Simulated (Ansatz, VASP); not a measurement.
Given: the input of a run of VASP 6.6.1 on Sn.

The input INCAR:

```
PREC = Accurate
ENCUT = 520
EDIFF = 1E-7
ISMEAR = -1
SIGMA = 0.05
LREAL = False
LASPH = True
NELM = 60
ALGO = Normal
ISIF = 2
LWAVE = False
LCHARG = False
GGA = PE
NBANDS = 13
```

KPOINTS

```
regular mesh
0
Gamma
  10 10 10
```

Contents of POSCAR:

```
Sn
1.0
   -2.0558923339      2.0558923339      1.6826146010
    2.0558923339     -2.0558923339      1.6826146010
    2.0558923339      2.0558923339     -1.6826146010
Sn
1
Direct
    0.0000000000      0.0000000000      0.0000000000
```

Potentials or basis: VASP PAW PBE potentials, release 64 (Sn_d).

Launch:

```bash
$ cat potpaw_PBE.64/Sn_d/POTCAR > POTCAR
$ mpirun -np 1 vasp_std > vasp.out
```

Task: Translate it to Ansatz 0.2.0. Potentials there: Ansatz PAW.

Result: As run (the cutoff follows the program's own potentials):

The input input.yaml:

```yaml
crystal:
  lattice:
    - [-2.0558923339, 2.0558923339, 1.682614601]
    - [2.0558923339, -2.0558923339, 1.682614601]
    - [2.0558923339, 2.0558923339, -1.682614601]
  atoms:
    - { symbol: Sn, position: [0.0, 0.0, 0.0] }
hamiltonian:
  xc: pbe
  pseudopotentials: { kind: paw }
kpoints:
  mp_grid: { grid: [10, 10, 10] }
scf:
  occupations: { method: fermi_dirac, width: 0.05 }
output:
  forces: true
  stress: true
  eigenvalues: true
```

Potentials or basis: Ansatz PAW.

Launch:

```sh
$ ansatz run input.yaml --threads 2 --pin off --max-ram 5120MiB --backend cpu --events-out ev --progress --plain --runs-dir out
```

Both were run:

|  | VASP | Ansatz | Ansatz less VASP |
| --- | --- | --- | --- |
| gap on the k mesh at the Fermi level (eV) | none | none | - |
| pressure (GPa) | -1.0 | -0.9 | +0.05 |
| largest component of the traceless stress (GPa) | 0.49 | 0.50 | +0.002 |

A gap of «none» marks a metal or a gap that the smearing closes. The functional is the same, so the differences come from potentials, cutoffs and numerics.
